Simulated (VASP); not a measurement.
# Ge in VASP 6.6.1, single-point calculation

INCAR

```
ENCUT = 520
SIGMA = 0.02
ADDGRID = .TRUE.
IBRION = -1
NSW = 0
EDIFF = 1E-7
ISIF = 2
GGA = PE
NBANDS = 21
LREAL = .FALSE.
LCHARG = .FALSE.
LASPH = .TRUE.
LWAVE = .FALSE.
NELM = 71
IVDW = 10
ISMEAR = -1
PREC = Accurate
```

KPOINTS

```
KPOINTS created by Atomic Simulation Environment
0
Gamma
8 8 8
0 0 0
```

POSCAR

```
Ge
 1.0000000000000000
     0.0094562450000000    2.8463297571999999    2.8463297571999999
     2.8463297571999999    0.0094562450000000    2.8463297571999999
     2.8463297571999999    2.8463297571999999    0.0094562450000000
 Ge
   2
Cartesian
  0.0011564316346583  0.0011564316346583  0.0011564316346583
  1.4243725082153420  1.4243725082153420  1.4243725082153420
```

The recommended PBE PAW datasets give the neutral cell 28 valence electrons.

Command

```
mpirun -np 1 vasp_std
```

OSZICAR

```
N       E                     dE             d eps       ncg     rms          rms(c)
DAV:   1     0.188329703706E+03    0.18833E+03   -0.14568E+04  3053   0.361E+03
DAV:   2     0.181469927568E+02   -0.17018E+03   -0.16462E+03  2740   0.621E+02
DAV:   3    -0.819084607293E+01   -0.26338E+02   -0.26181E+02  3120   0.142E+02
DAV:   4    -0.907961228863E+01   -0.88877E+00   -0.88822E+00  3075   0.307E+01
DAV:   5    -0.909457088285E+01   -0.14959E-01   -0.14958E-01  3075   0.437E+00    0.315E+00
DAV:   6    -0.903828303283E+01    0.56288E-01   -0.20925E-02  3125   0.143E+00    0.187E+00
DAV:   7    -0.900869735792E+01    0.29586E-01   -0.46908E-02  3017   0.196E+00    0.148E-01
DAV:   8    -0.901043757961E+01   -0.17402E-02   -0.60527E-03  3080   0.963E-01    0.427E-02
DAV:   9    -0.901057840585E+01   -0.14083E-03   -0.21782E-04  3135   0.210E-01    0.162E-02
DAV:  10    -0.901060175696E+01   -0.23351E-04   -0.45562E-05  3039   0.753E-02    0.605E-03
DAV:  11    -0.901060355709E+01   -0.18001E-05   -0.67700E-06  3415   0.435E-02    0.173E-03
DAV:  12    -0.901060360177E+01   -0.44673E-07   -0.26115E-07  2751   0.920E-03
   1 F= -.96723927E+01 E0= -.96723215E+01  d E =-.142431E-03
```

From OUTCAR

```
k-points           NKPTS =     65   k-points in BZ     NKDIM =     65   number of bands    NBANDS=     21

   NELECT =      28.0000    total number of electrons

   dimension x,y,z NGX =    30 NGY =   30 NGZ =   30
   dimension x,y,z NGXF=    60 NGYF=   60 NGZF=   60

  energy-cutoff  :      520.00
  volume of cell :       45.89
      direct lattice vectors                 reciprocal lattice vectors
     0.009456245  2.846329757  2.846329757    -0.176542657  0.175958079  0.175958079
     2.846329757  0.009456245  2.846329757     0.175958079 -0.176542657  0.175958079
     2.846329757  2.846329757  0.009456245     0.175958079  0.175958079 -0.176542657

 k-points in reciprocal lattice and weights: KPOINTS created by Atomic Simulation Env
   0.00000000  0.00000000  0.00000000       0.002
   0.12500000  0.00000000  0.00000000       0.012
   0.25000000  0.00000000  0.00000000       0.012
   0.37500000  0.00000000  0.00000000       0.012
   0.50000000  0.00000000  0.00000000       0.006
   0.12500000  0.12500000  0.00000000       0.012
   0.25000000  0.12500000 -0.00000000       0.023
   0.37500000  0.12500000  0.00000000       0.023
   ...

 E-fermi :   4.8818

 k-point     1 :       0.0000    0.0000    0.0000
  band No.  band energies     occupation
      1     -19.9318      2.00000
      2     -19.9318      2.00000
      3     -19.9279      2.00000
      4     -19.8954      2.00000
      5     -19.8954      2.00000
      6     -19.6947      2.00000
      7     -19.6906      2.00000
      8     -19.6906      2.00000
      9     -19.6797      2.00000
     10     -19.6797      2.00000
     11      -7.8055      2.00000
     12       4.7762      1.98986
     13       4.8386      1.79315
     14       4.8780      1.09604
     15       4.8780      1.09604
     16       7.3809      0.00000
     17       7.4294      0.00000
     18       7.4294      0.00000
     19      11.2593      0.00000
     20      14.3106      0.00000
     21      14.3106      0.00000

 k-point     2 :       0.1250    0.0000    0.0000
  band No.  band energies     occupation
      1     -19.9393      2.00000
      2     -19.9367      2.00000
      3     -19.9287      2.00000
      4     -19.8845      2.00000
      5     -19.8842      2.00000
      6     -19.7051      2.00000
      7     -19.7031      2.00000
      8     -19.6940      2.00000
      9     -19.6705      2.00000
     10     -19.6691      2.00000
     11      -7.6172      2.00000
     12       2.5015      2.00000
     13       4.5143      2.00000
     14       4.5457      2.00000
     15       5.8351      0.00000
     16       7.8293      0.00000
     17       7.8717      0.00000
     18       8.3260      0.00000
     19      12.1844      0.00000
     20      13.4092      0.00000
     21      13.4338      0.00000

 ...

  Total      -0.44143    -0.44143    -0.44143    -0.05691    -0.05691    -0.05691
  in kB     -15.41178   -15.41178   -15.41178    -1.98703    -1.98703    -1.98703
  external pressure =      -15.41 kB  Pullay stress =        0.00 kB

 POSITION                                       TOTAL-FORCE (eV/Angst)
 -----------------------------------------------------------------------------------
      0.00116      0.00116      0.00116         0.006412      0.006412      0.006412
      1.42437      1.42437      1.42437        -0.006412     -0.006412     -0.006412
 -----------------------------------------------------------------------------------
    total drift:                                0.000000      0.000000      0.000000

  FREE ENERGIE OF THE ION-ELECTRON SYSTEM (eV)
  ---------------------------------------------------
  free  energy   TOTEN  =        -9.6723926894 eV

  energy  without entropy=       -9.6722502581  energy(sigma->0) =       -9.67232147
```

It converged. Results: gap between bands v and c on the k mesh 0.00 eV; least direct gap on the k mesh 0.00 eV; pressure -1.5 GPa. Band v is the last that the valence electrons fill when counted band by band, and c is the next.

For comparison, a separate PBE run of the intended cell, on usual settings and not on those above, gives a gap of 0.00 eV on its mesh and a pressure of 2.6 GPa.

The run above took about 70 s on one core of a shared host (Intel Xeon Platinum 8488C) and held 0.26 GiB at most.
